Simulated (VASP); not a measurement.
Set up this calculation in VASP 6.6.1, as the native input.

* Task: single point
* Functional: PBEsol
* Potentials or basis: VASP PAW PBE potentials, release 64 (Pb_d, Se)
* Cutoff: 520 eV
* k mesh: 8 × 8 × 8
* Occupations: gaussian, width 0.02 eV
* Spin: non-collinear spin, zero start, spin-orbit coupling
* Starting moments: [[0.0, 0.0, 0.0], [0.0, 0.0, 0.0]] μB
* Further INCAR settings: ALGO = Fast; EDIFF = 1e-07; NBANDS = 32

The structure of PbSe (Clausthalite) lies in POSCAR:

```
PbSe
1.0
    0.0000000000      3.0621500000      3.0621500000
    3.0621500000      0.0000000000      3.0621500000
    3.0621500000      3.0621500000      0.0000000000
Pb Se
1 1
Direct
    0.0000000000      0.0000000000      0.0000000000
    0.5000000000      0.5000000000      0.5000000000
```

These files were run (other wordings do the same):

INCAR

```
SYSTEM = PbSe
ALGO = Fast
EDIFF = 1E-7
ENCUT = 520
GGA = PS
GGA_COMPAT = .FALSE.
ISIF = 2
ISMEAR = 0
LASPH = .TRUE.
LCHARG = .FALSE.
LORBIT = 11
LREAL = .FALSE.
LSORBIT = .TRUE.
LWAVE = .FALSE.
MAGMOM = 0 0 0 0 0 0
NBANDS = 32
NELM = 80
PREC = Accurate
SIGMA = 0.02
```

KPOINTS

```
k-points
0
G
  8 8 8
  0 0 0
```

Potentials or basis: VASP PAW PBE potentials, release 64 (Pb_d, Se).

Command:

```console
$ cat potpaw_PBE.64/Pb_d/POTCAR potpaw_PBE.64/Se/POTCAR > POTCAR
$ mpirun -np 1 vasp_ncl > vasp.out
```

It gave:

```yaml
Pressure: -0.9 GPa
Net_moment: 0.00 μB per cell
Valence_electrons_inside_the_program's_atomic_spheres: Pb 11.86; Se 3.79
```

Caveat: the PAW data sets were made with another functional, which shifts forces and pressure a little.

It took 3.2 min on 1 thread of Intel(R) Xeon(R) Platinum 8259CL CPU @ 2.50GHz (Skylake/Cascade Lake), with other jobs on the host, peak memory 0.34 GiB.
